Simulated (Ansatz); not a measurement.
**MgF$_{2}$: the gap under strain**

MgF$_{2}$, P4_2/mnm, a = 4.698 Å, c = 3.093 Å. Ansatz: PBE, PAW, 420 eV, Γ-centred 6×6×8 mesh on 6 atoms, Gaussian smearing 0.02 eV; no spin polarisation. Series: biaxial strain in the a-b plane, c and atoms relaxed; x is the strain in per cent. The gap is sought over the whole zone.

```
x (%) gap y (eV)
 -4.5           ?
 -3.0       7.038
 -1.5       6.939
  0.0       6.836
  1.5       6.729
  3.0       6.624
  4.5       6.524
```

Question: Fit y = E0 + c1 x + c2 x² to the other rows, give the deformation potential for this strain, and predict the missing gap.

Answer: Least squares on the rows shown. y = 6.8340 − 0.068836 x − 0.00010317 x². The deformation potential is 100 c1 = -6.88 eV per unit strain. At x = -4.5 the fit asked for gives 7.142 eV. The run gave 7.132 eV, so the fit is 0.010 eV too high, 1.6 % of the span of the series, against an rms of 0.002 eV on the fitted rows. The row lies outside the fitted range. With a term in x³ added, a fit to the same known rows predicts 7.127 eV, a smaller miss on the other side.

Semilocal functionals give gaps under the measured ones; changes of the gap mostly carry over better.